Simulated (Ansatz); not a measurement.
The system is Tl.

```xyz
2
Lattice="3.4560 0.0000 0.0000 -1.7280 2.9930 0.0000 0.0000 0.0000 5.5250" Properties=species:S:1:pos:R:3 pbc="T T T"
Tl    1.7280    0.9977    4.1438
Tl    0.0000    1.9953    1.3813
```

```yaml
Program: Ansatz 0.2.0
Task: relaxation of cell and atoms
Functional: PBEsol
Dispersion: D4
Potentials_or_basis: Ansatz PAW
Cutoff: "420 eV (not typed: the program's choice for these potentials)"
k_mesh: 9 × 9 × 5
Occupations: fermi-dirac, width 0.05 eV
Spin: no spin polarisation
```

At the start: volume 28.57 Å³/atom.

Problem. How do energy, volume and symmetry change on relaxing?

Solution. It ends after 6 steps and the volume is 27.74 Å³/atom (-2.9 %); space group P6_3/mmc (No. 194, to 0.05 Å).

Step by step:
| step | energy change (eV) | largest force (eV/Å) | volume (Å³) |
| --- | --- | --- | --- |
| 1 | 0.0000 | 0.0000 | 57.15 |
| 2 | -0.0092 | 0.0000 | 55.80 |
| 3 | -0.0137 | 0.0000 | 55.21 |
| 4 | -0.0141 | 0.0000 | 55.39 |
| 5 | -0.0141 | 0.0000 | 55.49 |
| 6 | -0.0137 | 0.0000 | 55.49 |

Final structure:
```
Tl
1.0
     3.36456    0.00000    0.00000
    -1.68228    2.91380    0.00000
     0.00000    0.00000    5.66004
Tl
2
Direct
  0.66667 0.33333 0.75000
  0.33333 0.66667 0.25000
```

The cell as given is a measured one (28.57 Å³/atom); PBEsol+D4 puts the equilibrium volume -2.9 % from it, thermal expansion not counted.

Caveat: the plane-wave basis is chosen anew once the cell has moved, so the energies of steps on either side of that aren't comparable; pairwise dispersion overbinds metals, which lowers pressure and volume; the PAW data sets come from PBE, with cores solved anew for the run's functional, which leaves a small shift of forces and pressure.
